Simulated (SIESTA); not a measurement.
# Cu under changes of volume

One of the cells (11.810 Å³/atom); the others are scaled copies at fixed shape and fractional positions:

```
CELL_PARAMETERS angstrom
0.00000 1.80750 1.80750
1.80750 0.00000 1.80750
1.80750 1.80750 0.00000
ATOMIC_POSITIONS crystal
Cu 0.00000 0.00000 0.00000
```

```yaml
Program: SIESTA 5.4.2
Functional: LDA
Potentials_or_basis: PseudoDojo 0.4 standard (LDA files)
Basis: DZP (energy shift 0.003 Ry; two zetas on semicore shells)
Grid_cutoff: 800 Ry
Energy_shift: 0.003 Ry
k_mesh: 13 × 13 × 13
Occupations: fermi-dirac, width 0.05 eV
Spin: no spin polarisation
```

```tsv
volume (Å³/atom)	energy over the lowest point (meV/atom)	pressure (GPa)
11.102	0.00	-4.3
11.338	8.89	-7.8
11.574	22.83	-10.9
11.810	?	?
12.047	62.28	-15.8
12.283	87.06	-17.9
12.519	114.84	-19.6
```

Task: What does the run at 11.810 Å³/atom give?

Result: Energy over the lowest point 40.68 meV/atom; pressure -13.4 GPa.

Worked out: A Birch-Murnaghan fit of order 3 (a polynomial in V^(-2/3)) to the other rows has its minimum at 10.83 Å³/atom, just outside them, with B0 = V·E''(V) = 189 GPa and B' = 4.6. It gives 40.62 meV/atom at 11.810 Å³/atom, against the run's 40.68, and -dE/dV = -13.4 GPa, against -13.4.

Energies are extrapolated to zero smearing.

Caveats: short orbitals over semicore shells can move pressures by several GPa; the basis of atomic orbitals isn't converged, which shifts pressures, moduli and gaps.
